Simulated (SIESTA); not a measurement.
The system is Hg, a slab with vacuum.

```
Hg
1.0
     3.60580    0.00000    0.00000
     1.79952    3.12466    0.00000
     0.00000    0.00000   26.28372
Hg
5
Direct
  0.33434 0.33434 0.28535
  0.66925 0.66925 0.39339
  0.33378 0.33378 0.49858
  0.66869 0.66869 0.60661
  0.00360 0.00360 0.71465
```

The slab is cut from a database's or a generator's crystal, which needn't be the stable form of the element.

Program: SIESTA 5.4.2. Alike in all runs: task single point; level PBE; no spin polarisation; cell as given; k mesh 9 × 9 × 1; smearing fermi-dirac 0.05 eV; grid cutoff 800 Ry; energy shift 0.003 Ry.

**Question.** Order these runs on this cell by their band gap on the k mesh, lowest first.
A. potentials or basis PseudoDojo 0.4 standard (PBE files), DZP (energy shift 0.003 Ry; two zetas on semicore shells)
B. potentials or basis SG15 1.2 (PBE files) or PseudoDojo by element, DZP (energy shift 0.003 Ry; two zetas on semicore shells)
C. potentials or basis SPMS 1.0 (PBE files) or PseudoDojo by element, DZP (energy shift 0.003 Ry; two zetas on semicore shells)

**Answer.** A (0.92 eV), C (1.57 eV), B (1.74 eV).

Caveats: spin-orbit coupling is left out, which moves the levels of the heavy elements; the basis of atomic orbitals isn't converged, which shifts pressures, moduli and gaps; the valence orbitals were made in a potential fitted to the semicore shell under them, which widens gaps by tenths of an eV or more (some runs).

A k mesh can miss the band edges.
